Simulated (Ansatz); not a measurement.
Runs of Ansatz 0.2.0 on Pd. Symmetry: Fm-3m, No. 225, cubic system. The conventional cell has a = 3.893 Å, b = 3.893 Å, c = 3.893 Å, α = 90.00°, β = 90.00°, γ = 90.00°. Pd (site symmetry m-3m) has 12 Pd at 2.75 Å as nearest neighbours. 

```tsv
task	level	potentials or basis	cutoff (eV)	points for each segment of the path	gap on the mesh (eV)	pressure (GPa)	V0 of scaled cells (Å³/atom)	B0 (GPa)
equation of state	revPBE+D3(BJ)	Ansatz PAW	420	-	-	-	(a)	201
single point	PBE	Ansatz PAW	600	-	none	6.9	-	-
equation of state	r2SCAN+rVV10	Ansatz PAW	500	-	-	-	14.70	198
band structure	PBE	Ansatz NC	1116	14	none	6.9	-	-
```

Alike in all rows: no spin polarisation; cell as given; k mesh 12 × 12 × 12; smearing fermi-dirac 0.05 eV.

**Question.** Estimate the missing entries.

**Answer.** (a) 14.43.

Caveats: the potentials were made for another functional, which shifts forces and pressure (some runs); the PAW data sets were made with another functional, which shifts forces and pressure a little (some runs).

A k mesh can miss the band edges, and the runs leave out spin-orbit coupling on Pd.

A gap of «none» marks a metal or a gap under the smearing width.
